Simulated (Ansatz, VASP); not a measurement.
Te: VASP beside Ansatz

```
Te
1.0
     4.54543    0.00000    0.00000
    -2.27272    3.93646    0.00000
     0.00000    0.00000    6.04121
Te
3
Direct
  0.74500 0.00000 0.33333
  0.00000 0.74500 0.66667
  0.25500 0.25500 0.00000
```

Change from the starting cell: volume scaled by 1.06.

Alike in both runs: task single point; functional LDA; k mesh 9 × 9 × 6; occupations fermi-dirac, width 0.08 eV; no spin polarisation.

|  | VASP | Ansatz |
| --- | --- | --- |
| version | VASP 6.6.1 | Ansatz 0.2.0 |
| potentials or method | VASP PAW LDA potentials, release 64 (Te), cutoff 520 eV | all-electron LAPW, scalar-relativistic |

```tsv
	VASP	Ansatz	Ansatz less VASP
pressure (GPa)	-2.8	-2.8	-0.09
largest component of the traceless stress (GPa)	0.50	0.56	+0.066
rms of the force components (eV/Å)	0.081	0.063	-0.0181
```

Atom by atom the forces differ by 0.018 eV/Å (rms over components). Ansatz ran all-electron here, so the differences hold the error of VASP's frozen core and of both bases.

Spin-orbit coupling is left out, which matters for the levels of Te.
